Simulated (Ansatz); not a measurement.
Here is an Ansatz 0.2.0 calculation.

Contents of input.yaml:

```yaml
crystal:
  lattice:
    - [0.0, 3.3, 3.3]
    - [3.3, 0.0, 3.3]
    - [3.3, 3.3, 0.0]
  atoms:
    - { symbol: Se, position: [0.25, 0.25, 0.25] }
    - { symbol: Ca, position: [0.0, 0.0, 0.0] }
kpoints:
  mp_grid: { grid: [7, 7, 7] }
scf:
  occupations: { method: gaussian, width: 0.02 }
hamiltonian:
  xc: pbe
  pseudopotentials: { kind: all_electron, lapw: { basis_error: 0.001 } }
output:
  forces: true
  stress: true
  eigenvalues: true
```

Potentials or basis: all-electron LAPW, scalar-relativistic.

Run with:

```sh
$ ansatz run input.yaml --threads 1 --pin off --max-ram 3072MiB --backend cpu --events-out ev --progress --plain --runs-dir out
```

**Question.** Estimate the band gap on the k mesh.

**Answer.** 3.15 eV, indirect (least direct gap 3.24 eV).

**Question.** Estimate the pressure.

**Answer.** -0.2 GPa.

Caveat: an odd mesh through Γ misses points on the zone boundary, where band edges often lie.
